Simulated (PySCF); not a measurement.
## Frontier levels across methods

Compound: propanal, C3H6O.
Cartesian coordinates in Å at the PBE0-D3(BJ)/def2-SVP level; atoms count from 1:
```xyz
10
C3H6O angstrom
C     -1.0634    0.4704   -0.0996
C      0.0463   -0.5584   -0.1720
C      1.3777   -0.0584    0.3123
O      1.5880    1.0576    0.7053
H     -2.0120    0.0585   -0.4723
H     -0.8135    1.3595   -0.6961
H     -1.2168    0.8098    0.9350
H     -0.1882   -1.4683    0.4116
H      0.2031   -0.9286   -1.2029
H      2.2034   -0.8189    0.2831
```

Basis pcSseg-2 throughout (PySCF), one geometry. The structure is a single PBE0-D3(BJ)/def2-SVP conformer in the gas phase; no vibrational or solvent corrections.

Q: How do the orbital energies, the gap and the dipole change with the method?

A: 
```
   method                    kind  HOMO (eV)  LUMO (eV)  gap (eV)  μ (D)  SCF cycles
     OPBE                     GGA      -5.81      -1.72      4.08   2.57          15
     BLYP                     GGA      -5.82      -1.75      4.08   2.64          15
      PBE                     GGA      -5.88      -1.85      4.03   2.63          14
    B97-D                     GGA      -5.91      -1.75      4.16   2.64          14
     BP86                     GGA      -5.99      -1.93      4.06   2.65          14
      LDA                     LDA      -6.01      -2.10      3.91   2.73          14
      KT2                     GGA      -6.05      -1.77      4.28   2.62          14
      KT3                     GGA      -6.06      -1.77      4.29   2.59          15
    B97-2           global hybrid      -7.18      -0.72      6.46   2.75          13
    B3LYP           global hybrid      -7.25      -0.94      6.31   2.76          14
     PBE0           global hybrid      -7.46      -0.64      6.82   2.76          13
 mPW1PW91           global hybrid      -7.50      -0.65      6.85   2.77          13
CAM-B3LYP  range-separated hybrid      -8.95       0.58      9.53   2.84          13
BHandHLYP           global hybrid      -9.03       0.64      9.67   2.92          13
  wB97X-D  range-separated hybrid      -9.37       1.27     10.65   2.81          14
  LC-wPBE  range-separated hybrid     -10.23       1.87     12.10   2.84          13
       HF            Hartree–Fock     -11.46       2.55     14.01   3.11          11
```

The HOMO spans 5.65 eV, from OPBE down to HF, and the gap runs from 3.91 eV (LDA) to 14.01 eV (HF). Over the methods OPBE (0 %), BLYP (0 %), PBE (0 %), B97-D (0 %), BP86 (0 %), LDA (0 %), KT2 (0 %), KT3 (0 %), B97-2 (21 %), B3LYP (20 %), PBE0 (25 %), mPW1PW91 (25 %), BHandHLYP (50 %), HF (100 %), a straight line through the gap against the share of exact exchange rises by 1.01 eV for each 10 % (correlation coefficient 0.998). The dipole ranges from 2.57 D (OPBE) to 3.11 D (HF). This basis has no diffuse functions.

The vertical ΔSCF ionisation energy at CAM-B3LYP/def2-SVPD is 10.12 eV; −ε(HOMO) comes closest to it with LC-wPBE (10.23 eV).
